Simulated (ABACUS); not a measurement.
# HfB2 under changes of volume

One of the cells (9.905 Å³/atom); the others are scaled copies at fixed shape and fractional positions:

```
Hf B
1.0
     3.14000    0.00000    0.00000
    -1.57000    2.71932    0.00000
     0.00000    0.00000    3.48000
Hf B
1 2
Cartesian
  0.0000 0.0000 0.0000
  1.5700 0.9064 1.7400
  0.0000 1.8129 1.7400
```

- Program: ABACUS 3.10.1
- Functional: PBEsol
- Potentials or basis: PseudoDojo NC SR 0.4.1 PBEsol standard
- Cutoff: 1034 eV
- Density cutoff: 4136 eV
- Basis: plane waves
- k mesh: 10 × 10 × 8
- Occupations: fermi-dirac, width 0.05 eV
- Spin: no spin polarisation

```csv
volume (Å³/atom),energy over the lowest point (meV/atom),pressure (GPa)
9.311,18.51,13.7
9.509,5.50,7.3
9.707,0.00,1.6
9.905,1.29,-3.6
10.103,8.74,-8.4
10.301,?,?
10.499,39.84,-16.6
```

Q: What does the run at 10.301 Å³/atom give?

A: Energy over the lowest point 21.76 meV/atom; pressure -12.7 GPa.

Worked out: A Birch-Murnaghan fit of order 3 (a polynomial in V^(-2/3)) to the other rows has its minimum at 9.77 Å³/atom with B0 = V·E''(V) = 263 GPa and B' = 3.9 at fixed shape and positions, which overstates the stiffness. It gives 21.76 meV/atom at 10.301 Å³/atom, against the run's 21.76, and -dE/dV = -12.6 GPa, against -12.7.

Energies are extrapolated to zero smearing.

Caveats: there are fewer bands than atomic start orbitals, so a level may be missed at k points of high symmetry.
